**How hard does squeezed silicon push back?**

A silicon crystal in the diamond structure is computed at a series of fixed volumes with a hybrid density functional. Positive pressure means that the crystal pushes outward against its cell, negative pressure that it pulls inward. The pressures at the three smallest volumes are to be predicted from the other nine.

Ansatz 0.2.0, density functional theory with the HSE06 hybrid functional, for diamond-structure silicon (two-atom cell), without spin polarisation. Plane waves up to 420 eV, PAW potentials, a 6×6×6 k mesh and fixed occupations were used. The cells are uniformly strained from the r2SCAN geometry, with the atoms held fixed in each run, and pressure is positive in compression.

```
volume (Å³/atom)  shortest distance (Å)  pressure (GPa)
          17.846                  2.263               ?
          18.409                  2.287               ?
          18.938                  2.308               ?
          18.985                  2.310           6.500
          19.572                  2.334           2.900
          19.906                  2.347           1.100
          20.171                  2.357          -0.200
          20.782                  2.381          -2.900
          21.405                  2.405          -5.300
          22.041                  2.428          -7.400
          22.689                  2.452          -9.100
          22.959                  2.461          -9.800
```

**(a) Does the crystal resist every change of volume equally? Explain what the known rows show.**

*Solution.* It does not. From 18.985 to 19.572 Å³/atom the pressure drops by 3.6 GPa, but from 22.041 to 22.689 Å³/atom, a slightly larger step, it drops by less than 2 GPa. The measure of this resistance is the bulk modulus $B=-V\,dP/dV$, with $V$ the volume per atom and $P$ the pressure. Between neighbouring known rows it falls steadily on expansion, from about 118 GPa at the compressed end to about 55 GPa at the stretched end.

The cause lies in the shape of the energy curve, whose downward slope against volume is the pressure. Bringing the atoms together strengthens their attraction, but it also confines the electrons more tightly, which raises their kinetic energy. In the stretched crystal the attraction wins, and the crystal pulls inward. The cost of confinement climbs more steeply than the gain from attraction, so it takes over at small volumes, and the curve bends more strongly there than at large ones. This microscopic account is standard theory; the table shows only its consequence, the changing stiffness.

A hydrogen molecule is the simpler relative: its bond, too, is harder to shorten than to lengthen by the same amount. The likeness covers the shape of the energy curve near its minimum, not the numbers, since a molecule has a single distance and no pressure. The same reasoning leads one to expect stiffening in other crystals where squeezing shortens the bonds, as long as structure and bonding stay the same. An open framework that gives way by tilting its units can soften instead.

The stresses were only loosely converged, which could matter when a curve is extended. Pressures worked out independently from the energy differences between known rows agree with the mean computed pressures to within 0.05 GPa. That is far less than the changes discussed here.

**(b) Predict the three open pressures, with an error bar for each.**

*Solution.* A straight line through the two most compressed known rows would ignore the stiffening. A better measure of compression is the strain

$$f=\tfrac12\left[(V_0/V)^{2/3}-1\right],$$

where $V_0$ is the volume at zero pressure. The energy per atom is then written as a parabola in $f$ with one correction:

$$E=E_0+\tfrac92 B_0V_0f^2\left[1+(B'-4)f\right].$$

Here $E_0$ is the lowest energy, $B_0$ the bulk modulus and $B'$ the rate at which it grows with pressure, both taken at zero pressure. Taking $P=-dE/dV$ gives the Birch–Murnaghan equation:

$$P=3B_0f(1+2f)^{5/2}\left[1+\tfrac32(B'-4)f\right].$$

The parabola alone already contains stiffening. In terms of the distance $d$ between neighbours, it combines a repulsion that varies as $1/d^4$ with an attraction that varies as $1/d^2$, and the repulsion wins at short range. These powers describe the shape of the curve and are not literal forces between atoms.

Fitted to the nine known rows, with their pressures taken before rounding, the equation gives $V_0=20.13$ Å³/atom, $B_0=98.4$ GPa and $B'=4.24$. Near zero pressure the modulus therefore grows by about 4% per GPa. Treating it as constant is a small error at 1 GPa and a serious one at 10 GPa.

For 17.846 Å³/atom, a row outside the fit, the strain is $f=0.0418$, and

$$P=3\times98.4\times0.0418\times1.222\times1.015\approx15.3\ \text{GPa}.$$

The factor 1.222 is $(1+2f)^{5/2}$. The last factor, the correction to the parabola, adds only 1.5%.

The predictions are:

- 18.938 Å³/atom: 6.8 ± 0.1 GPa. This volume lies just beside a known row.
- 18.409 Å³/atom: 10.6 ± 0.2 GPa.
- 17.846 Å³/atom: 15.3 ± 0.4 GPa. This is the least certain, because the compression is about twice that of any known row.

All three should lie above the straight continuation, by a margin that grows with compression. The error bars are judgements of how far reasonable equations might differ, not statistical errors.

**(c) Compare the predictions with the computed pressures. What decides how well an extrapolation works?**

The withheld rows as computed:

```
volume (Å³/atom)  shortest distance (Å)  pressure (GPa)
          17.846                  2.263          15.200
          18.409                  2.287          10.600
          18.938                  2.308           6.800
```

*Solution.* All three pressures fall within their ranges. At 18.938 and 18.409 Å³/atom they agree with the predictions to the 0.1 GPa that the table resolves. At 17.846 Å³/atom the prediction is 0.1 GPa too high, an error below 1% of the pressure. That small excess points to a missing term of higher order in the strain. If the equation were exact, the pressures before rounding, divided by $3f(1+2f)^{5/2}$, would lie on a straight line against $f$. Instead they rise on the stretched side and level off under compression.

The straight continuation gives 10.0 GPa at 18.409 Å³/atom and 13.5 GPa at 17.846 Å³/atom. The computed values of 10.6 and 15.2 GPa lie above it by a growing margin, as predicted. At 18.938 Å³/atom the line gives 6.81 GPa against a computed 6.83 GPa before rounding. The computed value again lies above the line, but so close to a known row the margin is smaller than the 0.05 GPa to which the pressures were checked in part (a). This row therefore hardly tests the claim.

Including stiffening is not enough; its form matters too. The Murnaghan equation lets the modulus grow in strict proportion to the pressure change, and when fitted to the same nine rows it gives 15.6 GPa at the smallest volume, 0.4 GPa too high. The known rows show why, once each stepwise modulus is assigned to the mean pressure of its two rows. Across the stretched side the modulus rises by $(100.5-54.8)/9.9\approx4.6$ GPa per GPa of pressure, but across the compressed side by only $(117.5-100.5)/4.25\approx4.0$.

The growth of the modulus thus slows under compression. A constant rate, set largely by stretched rows, carries too much stiffening into the compressed region. The Birch–Murnaghan equation lets the rate fall, which is why it extrapolates better here. The output printed below compares the fits.

These pressures belong to a crystal held in the diamond structure with its atoms at rest. Real silicon changes to a denser structure at very roughly 10 GPa (a recalled value). The result at 17.846 Å³/atom therefore describes how diamond silicon would resist, not what a sample squeezed to 15 GPa would be.

Printed output of the fit:

```
bulk modulus between 18.985 and 19.572 A3/atom, GPa: 117.5
bulk modulus between 19.906 and 20.171 A3/atom, GPa: 100.5
bulk modulus between 22.689 and 22.959 A3/atom, GPa: 54.84
largest difference between pressure from energies and mean printed pressure, GPa: 0.04549
fit of p on 9 rows: coefficient of (s/vol)**(7/3) - (s/vol)**(5/3) 147.7 +/- 0.11, coefficient of ((s/vol)**(7/3) - (s/vol)**(5/3))*((s/vol)**(2/3) - 1) 26.47 +/- 1.6, s 20.13; rms 0.00663, worst 21.405 0.00842, leave-one-out rms 0.0147
  rows outside the fit (model, value, miss): 17.846 15.32, 15.2, 0.123; 18.409 10.65, 10.6, 0.0451; 18.938 6.848, 6.8, 0.0475
zero-pressure volume, A3/atom: 20.13
bulk modulus at zero pressure, GPa: 98.43
pressure derivative of the bulk modulus, no unit: 4.239
fit of p on 9 rows: coefficient of (s/vol)**(7/3) - (s/vol)**(5/3) 146.4 +/- 0.33, s 20.14; rms 0.0357, worst 22.959 -0.0543, leave-one-out rms 0.0507
  rows outside the fit (model, value, miss): 17.846 15.02, 15.2, -0.179; 18.409 10.49, 10.6, -0.113; 18.938 6.781, 6.8, -0.0187
fit of p on 9 rows: coefficient of (20/vol)**s 23.08 +/- 0.032, constant -22.43 +/- 0.028, s 4.375; rms 0.0183, worst 21.405 0.0243, leave-one-out rms 0.0413
  rows outside the fit (model, value, miss): 17.846 15.56, 15.2, 0.358; 18.409 10.73, 10.6, 0.131; 18.938 6.864, 6.8, 0.0645
straight continuation at 18.938 A3/atom, GPa: 6.814
straight continuation at 18.409 A3/atom, GPa: 10.04
straight continuation at 17.846 A3/atom, GPa: 13.47
compression of the smallest known volume against zero pressure, percent: 5.694
compression of the smallest withheld volume against zero pressure, percent: 11.35
```
